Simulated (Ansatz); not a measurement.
The system is TaN.

```
Ta N
1.0
     0.00000    2.21132    2.21132
     2.21132    0.00000    2.21132
     2.21132    2.21132    0.00000
Ta N
1 1
Direct
  0.50000 0.50000 0.50000
  0.00000 0.00000 0.00000
```

The cell comes from a database or a generator and needn't be the stable form of this composition.

| Item | Value |
| --- | --- |
| Program | Ansatz 0.2.0 |
| Task | relaxation of cell and atoms |
| Functional | BLYP |
| Potentials or basis | Ansatz PAW |
| Cutoff | 420 eV (not typed: the program's choice for these potentials) |
| k mesh | 10 × 10 × 10 |
| Occupations | fermi-dirac, width 0.05 eV |
| Spin | no spin polarisation |

At the start: volume 10.81 Å³/atom.

Q: Where does the relaxation end?

A: It ends after 7 steps and the volume is 11.16 Å³/atom (+3.2 %); space group Fm-3m (No. 225, to 0.05 Å).

The path:
```tsv
step	energy change (eV)	largest force (eV/Å)	volume (Å³)
1	0.0000	0.0000	21.63
2	-0.0144	0.0000	22.61
3	-0.0189	0.0000	22.33
4	-0.0190	0.0000	22.32
5	-0.0218	0.0000	22.32
6	-0.0217	0.0000	22.33
7	-0.0219	0.0000	22.33
```

Final structure:
```xyz
2
Lattice="0.0000 2.2350 2.2350 2.2350 0.0000 2.2350 2.2350 2.2350 0.0000" Properties=species:S:1:pos:R:3 pbc="T T T"
Ta    2.2350    2.2350    2.2350
N     0.0000    0.0000    0.0000
```

Caveat: the plane-wave basis is chosen anew once the cell has moved, so the energies of steps on either side of that aren't comparable; the pressure holds a Pulay correction of +0.6 GPa for the finite cutoff; the PAW data sets come from PBE, with cores solved anew for the run's functional, which leaves a small shift of forces and pressure.
